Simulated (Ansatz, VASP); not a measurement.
Two plane-wave programs on Ti

```
Ti
1.0
    -1.65146    1.65146    1.65146
     1.65146   -1.65146    1.65146
     1.65146    1.65146   -1.65146
Ti
1
Direct
  0.00000 0.00000 0.00000
```

This isn't the form of Ti at room conditions, which is hcp.

Alike in both runs: task single point; functional LDA; k mesh 14 × 14 × 14; no spin polarisation.

|  | VASP | Ansatz |
| --- | --- | --- |
| version | VASP 6.6.1 | Ansatz 0.2.0 |
| potentials or method | VASP PAW LDA potentials, release 64 (Ti_sv) | PAW plane waves |
| plane-wave cutoff (eV) | 520 | 420 |
| occupations | fermi-dirac, width 0.1 eV | fermi-dirac |
| valence electrons in the cell | 12 | 12 |

VASP gave:

| Quantity | Value |
| --- | --- |
| pressure (GPa) | -12.7 |

**Question.** Estimate Ansatz's values.

**Answer.** Pressure (GPa): -11.9.
